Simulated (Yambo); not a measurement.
# InP (F-43m) in Yambo: notebook, part 3 of 3

Yambo 5.3.0.

## 5. Optical spectrum by the Bethe-Salpeter equation, LDA (volume scaled by 1.04)

bse3.in reads:

```
optics
bse
bss
rim_cut
em1s
RandQpts= 1000000
RandGvec= 50 RL
Chimod= "HARTREE"
% BndsRnXs
 1 | 28 |
%
NGsBlkXs= 5 Ry
% LongDrXs
 1 | 1 | 1 |
%
BSKmod= "SEX"
BSEmod= "retarded"
BSSmod= "h"
% BSEQptR
 1 | 1 |
%
% BSEBands
 11 | 17 |
%
BSENGexx= 20 Ry
BSENGBlk= 5 Ry
% BEnRange
 0 | 20 | eV
%
% BDmRange
 0.1 | 0.1 | eV
%
BEnSteps= 300
% BLongDir
 1 | 1 | 1 |
%
BSEprop= "abs"
BSHayTrs= -0.02
% KfnQP_E
 0.83 | 1.0 | 1.0 |
%
```

scf.in reads:

```
&CONTROL
  calculation = 'scf'
  prefix = 'pwscf'
  outdir = './tmp'
  pseudo_dir = './pseudo'
/
&SYSTEM
  ibrav = 0
  nat = 2
  ntyp = 2
  ecutwfc = 59
  ecutrho = 237
  nbnd = 20
  occupations = 'smearing'
  smearing = 'fd'
  degauss = 0.00367493
  force_symmorphic = .true.
/
&ELECTRONS
  conv_thr = 4d-10
  electron_maxstep = 120
  mixing_beta = 0.5
/
ATOMIC_SPECIES
In   114.8180 In.upf
P     30.9738 P.upf
CELL_PARAMETERS angstrom
   0.0000000000    2.9690636329    2.9690636329
   2.9690636329    0.0000000000    2.9690636329
   2.9690636329    2.9690636329    0.0000000000
ATOMIC_POSITIONS crystal
In     0.0000000000    0.0000000000    0.0000000000
P      0.7500000000    0.7500000000    0.7500000000
K_POINTS automatic
8 8 8 0 0 0
```

nscf.in reads:

```
&CONTROL
  calculation = 'nscf'
  prefix = 'pwscf'
  outdir = './tmp'
  pseudo_dir = './pseudo'
/
&SYSTEM
  ibrav = 0
  nat = 2
  ntyp = 2
  ecutwfc = 59
  ecutrho = 237
  nbnd = 63
  occupations = 'fixed'
  force_symmorphic = .true.
/
&ELECTRONS
  conv_thr = 1d-08
  diago_full_acc = .true.
  diago_thr_init = 1d-06
/
ATOMIC_SPECIES
In   114.8180 In.upf
P     30.9738 P.upf
CELL_PARAMETERS angstrom
   0.0000000000    2.9690636329    2.9690636329
   2.9690636329    0.0000000000    2.9690636329
   2.9690636329    2.9690636329    0.0000000000
ATOMIC_POSITIONS crystal
In     0.0000000000    0.0000000000    0.0000000000
P      0.7500000000    0.7500000000    0.7500000000
K_POINTS automatic
6 6 6 0 0 0
```

Potentials or basis: PseudoDojo 0.4.1 SR LDA stringent.

On the command line:

```
$ OMP_NUM_THREADS=1 pw.x -in scf.in > scf.out
$ OMP_NUM_THREADS=1 pw.x -in nscf.in > nscf.out
$ cd tmp/pwscf.save; p2y; mv SAVE ../..; cd ../..
$ OMP_NUM_THREADS=1 yambo
$ mkdir -p bse3; ln -s $PWD/bse1/ndb.em1s* bse3/
$ mkdir -p bse3; ln -s $PWD/g0w00/ndb.RIM bse3/
$ OMP_NUM_THREADS=1 yambo -F bse3.in -J bse3 -C bse3_out
```

Yambo's report:

```text
[... sections 02.01 to 02.04 as in the set-up run ...]

  [02.05] Energies & Occupations
  ==============================

  [X] === General ===
  [X] Electronic Temperature                        :  0.000000  0.000000 [eV K]
  [X] Bosonic    Temperature                        :  0.000000  0.000000 [eV K]
  [X] Finite Temperature mode                       : no
  [X] El. density                                   :  0.49669E+24 [cm-3]
  [X] Fermi Level                                   :  7.516259 [eV]

  [X] === Gaps and Widths ===
  [X] Conduction Band Min                           :  0.269903 [eV]
  [X] Valence Band Max                              :  0.000000 [eV]
  [X] Filled Bands                                  :  13
  [X] Empty Bands                                   :   14   63
  [X] Direct Gap                                    :  0.269903 [eV]
  [X] Direct Gap localized at k                     :  1
  [X] Indirect Gap                                  :  0.269903 [eV]
[... 245 lines left out ...]
     [K] ALDA kernel in R-space                       : no
     [K] RL vectors                                   :   537 [exchange]
     [K] RL vectors                                   :   65 [correlation]
     [K] E/h energy range                             : -1.000000 -1.000000 [eV]
     [K] Coupling range                               :  100.0000  100.0000 [o/o]
     [W] Interaction is diagonal                      : no
     [W] Matrix size                                  :   65
     [W] Bands                                        :   1  28
     [W] e/h energy range                             : -1.000000 -1.000000 [eV]
     [W] Poles                                        :  100.0000 [o/o]
     [W] RL vectors in the sum                        :   3479
     [W] [r,Vnl] included                             : yes
     [W] Field direction                              :  0.577350E-5  0.577350E-5  0.577350E-5
     [W] Coulomb Cutoff                               : none
     [W] Hxc Kernel                                   : HARTREE
     [RIM] RL components                              :   51 [col]
     [RIM] Random points                              :  1000000 [col]
     [SOC] Perturbative SOC                           : no
     [K] Kernel long-range exchange                   : BAR

    [08.01.05.03] Wave-Function Phases
    ==================================

    [BSE] WF phases found       :  65.32738 [o/o]

   [08.01.06] BSE solver(s) @q1
   ============================

   [08.01.07] Haydock Solver in the optics basis @q1 using the hermitian scheme
   ============================================================================

   Accuracy (requested)      : -0.020000 [o/o]
   Accuracy (reached)        :  0.019727 [o/o]
   Iterations                :   89
```

What came out:

| Item | Value |
| --- | --- |
| Band gap on the k mesh, mean-field level | 0.27 eV, direct |

Dielectric function (along the field direction of the input):
| energy (eV) | real part | imaginary part |
| --- | --- | --- |
| 0.27 | 51.48 | 1.93 |
| 0.74 | 77.16 | 14.62 |
| 1.27 | -66.18 | 49.47 |
| 1.74 | -8.11 | 5.39 |
| 2.27 | 13.81 | 5.71 |
| 2.74 | 4.08 | 18.56 |
| 3.28 | -2.29 | 4.75 |
| 3.75 | 1.35 | 8.01 |
| 4.28 | -0.47 | 23.36 |
| 4.82 | -9.70 | 15.32 |
| 5.28 | -5.11 | 4.38 |
| 5.82 | -3.77 | 7.21 |
| 6.29 | -2.12 | 10.78 |
| 6.82 | -5.47 | 5.78 |
| 7.29 | -4.54 | 3.42 |
| 7.83 | -4.74 | 3.39 |
| 8.36 | -3.82 | 3.69 |
| 8.83 | -3.27 | 0.97 |
| 9.36 | -3.10 | 2.37 |
| 9.83 | -2.25 | 0.66 |
| 10.37 | -2.02 | 1.86 |
| 10.84 | -2.25 | 0.49 |
| 11.37 | -1.84 | 0.21 |
| 11.84 | -1.42 | 0.27 |
| 12.37 | -1.06 | 0.10 |
| 12.91 | -0.85 | 0.24 |
| 13.38 | -0.72 | 0.10 |
| 13.91 | -0.60 | 0.04 |
| 14.38 | -0.44 | 0.03 |
| 14.92 | -0.31 | 0.02 |
| 15.38 | -0.21 | 0.02 |
| 15.92 | -0.11 | 0.02 |
| 16.45 | -0.03 | 0.01 |
| 16.92 | 0.04 | 0.01 |
| 17.46 | 0.10 | 0.01 |
| 17.93 | 0.16 | 0.01 |
| 18.46 | 0.21 | 0.01 |
| 18.93 | 0.25 | 0.01 |
| 19.46 | 0.30 | 0.01 |
| 20.00 | 0.34 | 0.01 |

Caveat: the scissor is the correction of the direct gap in an earlier G0W0 run on the same states; exciton energies and binding change strongly with the k mesh and aren't converged on this one; spectra need much finer meshes, so this one isn't converged; spin-orbit coupling is left out, which moves the levels of the heavy elements. A k mesh can miss the band edges.
